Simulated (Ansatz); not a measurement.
# As: the cost of one run

Program: Ansatz 0.2.0. Level of theory: reference: DFT, HSE06, plane waves, PAW. These are calculated values, not measurements.

3 further runs of the same task are left out: 1 for a known fault of the program, 2 that didn't finish.

### Step 1. Starting point

The structure is orthorhombic, space group Pmna (No. 53). The conventional cell has a = 3.634 Å, b = 28.270 Å, c = 4.807 Å, α = 90.00°, β = 90.00°, γ = 90.00°. As (site symmetry m) has 3 As at 2.47 Å as nearest neighbours.

Structure file:

```cif
data_structure
_symmetry_space_group_name_H-M 'P 1'
_symmetry_Int_Tables_number 1
_cell_length_a 4.8073
_cell_length_b 3.6339
_cell_length_c 28.2704
_cell_angle_alpha 90.000
_cell_angle_beta 90.000
_cell_angle_gamma 90.000
_cell_volume 493.87
loop_
_atom_site_label
_atom_site_type_symbol
_atom_site_fract_x
_atom_site_fract_y
_atom_site_fract_z
_atom_site_occupancy
As1 As 0.07604 0.00000 0.37773 1
As2 As 0.42396 0.50000 0.37773 1
As3 As 0.57604 0.50000 0.29435 1
As4 As 0.92396 0.00000 0.29435 1
```

### Step 2. The reference run

input.yaml reads:

```yaml
crystal:
  lattice:
    - [4.8073450689, 0.0, 0.0]
    - [0.0, 3.6338990999, 0.0]
    - [0.0, 0.0, 28.2703730404]
  atoms:
    - { symbol: As, position: [0.0760356344, 0.0, 0.3777315096] }
    - { symbol: As, position: [0.4239643656, 0.5, 0.3777315096] }
    - { symbol: As, position: [0.5760356344, 0.5, 0.2943501772] }
    - { symbol: As, position: [0.9239643656, 0.0, 0.2943501772] }
  periodic: [true, true, false]
kpoints:
  mp_grid: { grid: [2, 4, 1] }
hamiltonian:
  xc: hse06
scf:
  occupations: { method: fixed }
  n_extra_bands: 5
output:
  forces: true
  stress: true
  eigenvalues: true
```

Started as:

```
> ansatz run input.yaml --threads 4 --pin off --max-ram 4608MiB --backend cpu --events-out ev --progress --plain --runs-dir out
```

**Question.** How long does this run take on 4 threads of Arm Neoverse N1, shared host, and how much memory does it need?

About 2.5 min, with a peak of 3.2 GiB.
